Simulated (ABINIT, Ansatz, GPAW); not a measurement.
Cost and result for the band gap of SiO2

```xyz
12
Lattice="-4.4720 4.4720 2.6118 4.4720 -4.4720 2.6118 4.4720 4.4720 -2.6118" Properties=species:S:1:pos:R:3 pbc="T T T"
Si    2.8899    2.8899    2.6118
Si    2.8899   -2.8899    2.6118
Si   -2.8899    2.8899    2.6118
Si    1.5821    1.5821    0.0000
O     7.0788    0.0000    0.0000
O     0.0000    1.8653    0.0000
O     0.0000    7.0788    0.0000
O     1.8653    0.0000    0.0000
O     2.2360    2.2360   -1.3059
O    -2.2360    2.2360    1.3059
O     2.2360   -2.2360    1.3059
O     2.2360    2.2360    1.3059
```

The cell comes from a database or a generator and needn't be the stable form of this composition.

```csv
rung,level,program and potentials,cutoff (eV),k mesh,core time,chip,band gap (eV),notes
LDA,LDA,"Ansatz, Ansatz PAW",420,6 × 6 × 6,3.6 s,AMD EPYC 7R13 Zen 3,5.33,"potentials made for PBE, which Ansatz adapts in part"
meta-GGA,r2SCAN,"Ansatz, Ansatz PAW",500,6 × 6 × 6,5.2 s,AMD EPYC 7R13 Zen 3,6.08,"potentials made for PBE, which Ansatz adapts in part"
GGA,PBEsol,"Ansatz, Ansatz PAW",420,6 × 6 × 6,74 s,Arm Neoverse V1,5.53,"potentials made for PBE, which Ansatz adapts in part"
hybrid,PBE0,"Ansatz, Ansatz PAW",420,4 × 4 × 4,82 s,AMD EPYC 7R13 Zen 3,7.91,"potentials made for PBE, which Ansatz adapts in part"
hybrid,HSE06,"Ansatz, Ansatz PAW",420,4 × 4 × 4,84 s,AMD EPYC 7R13 Zen 3,7.15,"potentials made for PBE, which Ansatz adapts in part"
GGA,PBEsol,"GPAW, PAW data sets generated for this functional",800,4 × 4 × 4,21 min,Intel Xeon,5.54,-
LDA,LDA,"ABINIT, JTH PAW LDA v2.0",626,5 × 5 × 5,23 min,Arm Neoverse V2,5.32,-
```

Times are single runs on shared hosts and different chips, so they are rough; meshes, cutoffs and the tasks' sizes weigh on the time. Task: band structure. All rows: no spin polarisation. Gaps are the least found on the k mesh or the band path, and a mesh can miss the band edges. Meshes differ between rows, which moves values too. All levels ran on this one cell, unrelaxed unless noted. Meshes are those of the run's cell of 12 atoms unless a note names another. Runs on faulty files, with rough fits or with known faults for this quantity aren't shown. PBE isn't shown for this crystal. No row holds spin-orbit coupling.

By rung: LDA 5.32 to 5.33; GGA 5.53 to 5.54; meta-GGA 6.08; hybrid 7.15 to 7.91 (eV).
